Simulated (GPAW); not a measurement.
The system is MnO2.

```
Mn O
1.0
     1.42843    0.82471    4.58393
    -1.42843    0.82471    4.58393
     0.00000   -1.64941    4.58393
Mn O
1 2
Direct
  0.00000 0.00000 0.00000
  0.73564 0.73564 0.73564
  0.26436 0.26436 0.26436
```

Measurements of this composition are mostly on another form, of space group No. 136.

Program: GPAW 26.7.0. Alike in all runs: spin collinear, ferromagnetic start; cell as given; smearing fermi-dirac 0.05 eV.

**Question.** Order these runs on this cell by their pressure, lowest first.
A. level LDA; potentials or basis the program's PAW data sets (release 1.2.1) made for this functional, pw; k mesh 7 × 7 × 7; cutoff (eV) 800; maxiter 150; band path GLB1,BZGX,QFP1Z,LP; band points 100
B. level LDA; potentials or basis the program's PAW data sets (release 1.2.1) made for this functional, pw; k mesh 9 × 9 × 9; cutoff (eV) 600; maxiter 120; convergence default
C. level PBEsol; potentials or basis PAW data sets generated in the run's folder for this functional, pw; k mesh 9 × 9 × 9; cutoff (eV) 600; maxiter 120; convergence default
D. level PBEsol; potentials or basis PAW data sets generated in the run's folder for this functional, pw; k mesh 7 × 7 × 7; cutoff (eV) 800; maxiter 150; band path GLB1,BZGX,QFP1Z,LP; band points 100
E. level r2SCAN; potentials or basis GPAW PAW data sets (gpaw-data 1.2.1), pw; k mesh 7 × 7 × 7; cutoff (eV) 800; maxiter 150; band path GLB1,BZGX,QFP1Z,LP; band points 100; ranks 4

**Answer.** B (-13.4 GPa), A (-7.6 GPa), C (-4.5 GPa), D (1.0 GPa), E (2.7 GPa).

Caveats: a cell with one magnetic atom can't hold antiferromagnetic order, which such compounds often take; the cutoff is short for stress and forces, so pressures can be off by a GPa or more (some runs); the PAW data sets were made with another functional, which shifts forces and pressure a little (some runs).

Not every run made on this cell is shown here.
